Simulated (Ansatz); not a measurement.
The system is PbO2.

```xyz
3
Lattice="0.0000 2.7020 2.7020 2.7020 0.0000 2.7020 2.7020 2.7020 0.0000" Properties=species:S:1:pos:R:3 pbc="T T T"
Pb    0.0000    0.0000    0.0000
O     4.0530    4.0530    4.0530
O     1.3510    1.3510    1.3510
```

The cell comes from a database or a generator and needn't be the stable form of this composition.

Base run:

* Program: Ansatz 0.2.0
* Functional: PBEsol
* Potentials or basis: Ansatz PAW
* Cutoff: 420 eV (not typed: the program's choice for these potentials)
* k mesh: 9 × 9 × 9
* Occupations: fermi-dirac, width 0.05 eV
* Spin: no spin polarisation

Its results: band gap on the k mesh none (metal or under the smearing width); pressure -5.7 GPa.

Question: The run is repeated on the same cell with these changes: functional from PBEsol to r2SCAN0; cutoff from 420 eV (not typed: the program's choice for these potentials) to 500 eV (not typed: the program's choice for these potentials); k mesh from 9 × 9 × 9 to 5 × 5 × 5. What comes out?

Answer: Band gap on the k mesh none (metal or under the smearing width); pressure -15.6 GPa.

Several settings changed at once, so the effect can't be laid on one alone.

Caveats: some runs use coarse meshes; the PAW data sets come from PBE, with cores solved anew for the run's functional, which leaves a small shift of forces and pressure; spin-orbit coupling is left out, which moves the levels of the heavy elements (some runs); the thresholds are loose for stress (some runs).
